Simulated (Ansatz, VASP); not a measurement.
# ZnAu in VASP and in Ansatz

The input INCAR:

```
  ALGO = Normal
  EDIFF = 1E-7
  ENCUT = 520
  GGA = PS
  ISIF = 2
  ISMEAR = -1
  LASPH = True
  LCHARG = False
  LREAL = False
  LWAVE = False
  NBANDS = 18
  NELM = 80
  PREC = Accurate
  SIGMA = 0.05
```

Contents of KPOINTS:

```
k-points
0
Gamma
  8 8 8
```

Contents of POSCAR:

```
ZnAu
1.0
    3.1044677592      0.0000000000      0.0000000000
    0.0000000000      3.1044677592      0.0000000000
    0.0000000000      0.0000000000      3.1044677592
Au Zn
1 1
Direct
    0.0000000000      0.0000000000      0.0000000000
    0.5000000000      0.5000000000      0.5000000000
```

Contents of input.yaml:

```yaml
crystal:
  lattice:
    - [3.1044677592, 0.0, 0.0]
    - [0.0, 3.1044677592, 0.0]
    - [0.0, 0.0, 3.1044677592]
  atoms:
    - { symbol: Au, position: [0.0, 0.0, 0.0] }
    - { symbol: Zn, position: [0.5, 0.5, 0.5] }
kpoints:
  mp_grid: { grid: [8, 8, 8] }
scf:
  occupations: { method: fermi_dirac, width: 0.05 }
hamiltonian:
  xc: pbesol
  pseudopotentials: { kind: all_electron, lapw: { basis_error: 0.0005 } }
output:
  forces: true
  stress: true
  eigenvalues: true
```

Change from the starting cell: volume scaled by 0.96.

Alike in both runs: task single point; functional PBEsol; k mesh 8 × 8 × 8; occupations fermi-dirac, width 0.05 eV; no spin polarisation.

```csv
,VASP,Ansatz
version,VASP 6.6.1,Ansatz 0.2.0
potentials or method,"VASP PAW PBE potentials, release 64 (Au, Zn)","all-electron LAPW, scalar-relativistic"
plane-wave cutoff (eV),520,see its input
```

VASP gave:

```
gap on the k mesh at the Fermi level (eV) : none
pressure (GPa)                            : 4.0
```

Task: Which values does Ansatz return?

Result: gap on the k mesh at the Fermi level (eV): none; pressure (GPa): 3.8.

A gap of «none» marks a metal or a gap that the smearing closes. Ansatz ran all-electron here, so the differences hold the error of VASP's frozen core and of both bases.

Caveats: the PAW data sets were made with another functional, which shifts forces and pressure a little (VASP). The runs have no spin-orbit coupling, so splittings on Au are missing.
